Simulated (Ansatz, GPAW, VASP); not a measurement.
**Cs: programs and potentials compared**

```xyz
1
Lattice="-3.1285 3.1285 3.1285 3.1285 -3.1285 3.1285 3.1285 3.1285 -3.1285" Properties=species:S:1:pos:R:3 pbc="T T T"
Cs    0.0000    0.0000    0.0000
```

Alike in all runs: task single point; functional RPBE; k mesh 6 × 6 × 6; occupations gaussian, width 0.02 eV; no spin polarisation; no spin-orbit coupling. Pressure is positive in compression and, in plane waves, holds the error of the finite cutoff.

```json
{"program and potentials": "VASP, PBE PAW files Cs_sv, 500 eV", "plane-wave cutoff (eV)": "500", "notes": "potentials made for PBE", "band gap (eV)": "no gap", "pressure (GPa)": "0.15"}
{"program and potentials": "GPAW, the program's PAW data sets (release 1.2.1) made for this functional", "plane-wave cutoff (eV)": "600", "notes": "-", "band gap (eV)": "no gap", "pressure (GPa)": "0.15"}
{"program and potentials": "Ansatz, all-electron LAPW, scalar-relativistic", "plane-wave cutoff (eV)": "-", "notes": "-", "band gap (eV)": "no gap", "pressure (GPa)": "0.15"}
```

None finds a gap. All agree on the pressure.

Differences between rows come from potentials, basis sets and numerical settings, since the functional is the same but for its coding. Runs on potential files found faulty are left out.
